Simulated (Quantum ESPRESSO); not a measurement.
**ZrO2 under changes of volume**

One of the cells (10.990 Å³/atom); the others are scaled copies at fixed shape and fractional positions:

```
Zr O
1.0
     0.00000    2.54507    2.54507
     2.54507    0.00000    2.54507
     2.54507    2.54507    0.00000
Zr O
1 2
Direct
  0.00000 0.00000 0.00000
  0.75000 0.75000 0.75000
  0.25000 0.25000 0.25000
```

Measurements of this composition are mostly on another form, of space group No. 14.

- Program: Quantum ESPRESSO 7.5
- Functional: rev-vdW-DF2
- Potentials or basis: PseudoDojo 0.4.1 SR PBE standard
- Cutoff: 1143 eV
- Density cutoff: 4572 eV
- k mesh: 9 × 9 × 9
- Occupations: fermi-dirac, width 0.05 eV
- Spin: no spin polarisation

```tsv
volume (Å³/atom)	energy over the lowest point (meV/atom)	pressure (GPa)	gap on the mesh (eV)
10.331	36.09	17.9	3.56
10.551	?	?	?
10.770	4.22	5.7	3.44
10.990	0.00	0.5	3.38
11.210	2.57	-4.2	3.33
11.430	11.26	-8.5	3.27
11.650	25.45	-12.3	3.21
```

Question: What does the run at 10.551 Å³/atom give?

Answer: Energy over the lowest point 15.98 meV/atom; pressure 11.5 GPa; gap on the mesh 3.50 eV.

Worked out: A Birch-Murnaghan fit of order 3 (a polynomial in V^(-2/3)) to the other rows has its minimum at 11.01 Å³/atom with B0 = V·E''(V) = 245 GPa and B' = 4.3. It gives 15.93 meV/atom at 10.551 Å³/atom, against the run's 15.98, and -dE/dV = 11.5 GPa, against 11.5. A straight line through the other rows of the gap, of slope -2.89 eV per unit of ln V, gives 3.50 eV, against the run's 3.50.

Energies are extrapolated to zero smearing.

Caveats: the potentials were made for another functional, which shifts forces and pressure; an odd mesh through Γ misses points on the zone boundary, where band edges often lie. Spin-orbit coupling on Zr is left out.
